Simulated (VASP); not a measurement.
BaS:

```
Ba S
1.0
     0.00000    3.19375    3.19375
     3.19375    0.00000    3.19375
     3.19375    3.19375    0.00000
Ba S
1 1
Cartesian
  0.0000 0.0000 0.0000
  3.1938 3.1938 3.1938
```

Base run:

```yaml
Program: VASP 6.6.1
Functional: PBE0
Potentials_or_basis: VASP PAW PBE potentials, release 64 (Ba_sv, S)
Cutoff: 520 eV
k_mesh: 6 × 6 × 6
Occupations: gaussian, width 0.02 eV
Spin: no spin polarisation
```

Its results: band gap on the k mesh 3.71 eV, indirect (least direct gap 3.87 eV); pressure 1.0 GPa.

**Question.** The run is repeated on the same cell with these changes: functional from PBE0 to HSE06. What comes out?

**Answer.** Band gap on the k mesh 3.04 eV, indirect (least direct gap 3.20 eV); pressure 1.0 GPa.

Caveats: the PAW data sets were made with another functional, which shifts forces and pressure a little; spin-orbit coupling is left out, which moves the levels of the heavy elements.
